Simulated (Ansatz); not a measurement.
Geometry optimisation in Ansatz: input, command and trajectory.

```yaml
crystal:
  lattice:
    - [3.0815584264, 0.0, 0.0]
    - [-1.5407792133, 2.6687078805, 0.0]
    - [0.0, 0.0, 11.1245561315]
  atoms:
    - { symbol: Cd, position: [0.0, 0.0, 0.0] }
    - { symbol: Cd, position: [0.3333333333, 0.6666666667, 0.25] }
    - { symbol: Cd, position: [0.0, 0.0, 0.5] }
    - { symbol: Cd, position: [0.6666666667, 0.3333333333, 0.75] }
basis:
  ecutwfc: 420
kpoints:
  mp_grid: { grid: [18, 18, 4] }
hamiltonian:
  xc: pbe
scf:
  occupations: { method: gaussian, width: 0.1 }
output:
  forces: true
  stress: true
  eigenvalues: true
relax:
  adjacent_minimum: "off"
  f_tol: 0.01
  max_steps: 60
  cell: { stress_tol: 0.1 }
```

```bash
ansatz run input.yaml --threads 1 --pin off --max-ram 2560MiB --backend cpu --events-out ev --progress --plain --runs-dir out
```

Computed with DFT PBE, scalar-relativistic, plane waves, PAW in Ansatz.

Of 6 frames 5 are shown, positions in Å and forces in eV/Å; the SCF threshold varies from step to step. Steps run on the plane waves of an earlier cell, with a Pulay correction in the pressure. The basis is chosen afresh for the last frame, the zero of the energies, and at times for earlier ones too; energy and pressure step there, also at an unchanged geometry.

```xyz
4
Lattice="3.0816 0.0000 0.0000 -1.5408 2.6687 0.0000 0.0000 0.0000 11.1246" Properties=species:S:1:pos:R:3:forces:R:3 pbc="T T T" step=1 free_energy_over_end_meV_per_atom=1.96 pressure_GPa=-0.17
Cd    0.0000    0.0000    0.0000    0.0000    0.0000    0.0000
Cd    0.0000    1.7791    2.7811    0.0000    0.0000    0.0000
Cd    0.0000    0.0000    5.5623    0.0000    0.0000    0.0000
Cd    1.5408    0.8896    8.3434    0.0000    0.0000    0.0000
4
Lattice="3.0662 0.0000 0.0000 -1.5331 2.6554 0.0000 0.0000 0.0000 11.2014" Properties=species:S:1:pos:R:3:forces:R:3 pbc="T T T" step=2 free_energy_over_end_meV_per_atom=1.00 pressure_GPa=0.03
Cd    0.0000    0.0000    0.0000    0.0000    0.0000    0.0000
Cd    0.0000    1.7703    2.8003    0.0000    0.0000    0.0000
Cd    0.0000    0.0000    5.6007    0.0000    0.0000    0.0000
Cd    1.5331    0.8851    8.4010    0.0000    0.0000    0.0000
4
Lattice="3.0538 0.0000 0.0000 -1.5269 2.6447 0.0000 0.0000 0.0000 11.3771" Properties=species:S:1:pos:R:3:forces:R:3 pbc="T T T" step=3 free_energy_over_end_meV_per_atom=0.29 pressure_GPa=-0.14
Cd    0.0000    0.0000    0.0000    0.0000    0.0000    0.0000
Cd    0.0000    1.7631    2.8443    0.0000    0.0000    0.0000
Cd    0.0000    0.0000    5.6886    0.0000    0.0000    0.0000
Cd    1.5269    0.8816    8.5328    0.0000    0.0000    0.0000
4
Lattice="3.0307 0.0000 0.0000 -1.5153 2.6247 0.0000 0.0000 0.0000 11.5115" Properties=species:S:1:pos:R:3:forces:R:3 pbc="T T T" step=4 free_energy_over_end_meV_per_atom=0.01 pressure_GPa=0.14
Cd    0.0000    0.0000    0.0000    0.0000    0.0000    0.0000
Cd    0.0000    1.7498    2.8779    0.0000    0.0000    0.0000
Cd    0.0000    0.0000    5.7558    0.0000    0.0000    0.0000
Cd    1.5153    0.8749    8.6336    0.0000    0.0000    0.0000
4
Lattice="3.0327 0.0000 0.0000 -1.5163 2.6264 0.0000 0.0000 0.0000 11.5510" Properties=species:S:1:pos:R:3:forces:R:3 pbc="T T T" step=6 free_energy_over_end_meV_per_atom=0.00 pressure_GPa=-0.05
Cd    0.0000    0.0000    0.0000    0.0000    0.0000    0.0000
Cd    0.0000    1.7509    2.8878    0.0000    0.0000    0.0000
Cd    0.0000    0.0000    5.7755    0.0000    0.0000    0.0000
Cd    1.5163    0.8755    8.6633    0.0000    0.0000    0.0000
```

Time: 96 s on 1 thread of Arm Neoverse V2, on a shared host, peak memory 0.57 GiB.